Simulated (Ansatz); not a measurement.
Given:

Relaxed GeO₂ (rutile):

```yaml
crystal:
  lattice:
    - [4.48750, 0.00000, 0.00000]
    - [0.00000, 4.48750, 0.00000]
    - [0.00000, 0.00000, 2.90497]
  atoms:
    - { symbol: Ge, position: [0.00000, 0.00000, 0.00000] }
    - { symbol: Ge, position: [0.50000, 0.50000, 0.50000] }
    - { symbol: O, position: [0.30714, 0.30714, 0.00000] }
    - { symbol: O, position: [0.80714, 0.19286, 0.50000] }
    - { symbol: O, position: [0.19286, 0.80714, 0.50000] }
    - { symbol: O, position: [0.69286, 0.69286, 0.00000] }
```

In each cell atom 2 (Ge, nearest neighbour O at 1.899 Å; its periodic images, 2.9 Å or more away, move with it) moves by s·(-0.456, -0.456, -0.765) (towards the nearest neighbour), the rest being held.

These are PBE (plane waves to 420 eV, PAW, scalar-relativistic; Ansatz, a first-principles code) values and carry that method's errors. k mesh 6×6×9 (Γ-centred), Fermi-Dirac smearing 0.05 eV. E stands for the smeared free energy. Left out: 2 of 11 points, with atoms too close for the PAW data. GeO2 was relaxed with its symmetry unable to fall. The zero of ΔE is the undisplaced structure.

The scan covers s from -0.456 to 0.456 Å in 9 points.

Is the energy the same for equal positive and negative displacements?

Even: the same for both signs. With its periodic images moving along, the atom's site symmetry in this cell is mmm.

What force acts on the atom along the line at s = -0.456 Å?

23.2 eV/Å.

What is the energy change at s = 0.456 Å?

3688 meV/cell.

What is the force constant k = d²E/ds² of this move at s = 0?

22.4 eV/Å².

(For displaced atoms, the force is minus the slope of the energy, and its curvature is a force constant, which sets phonon frequencies.)
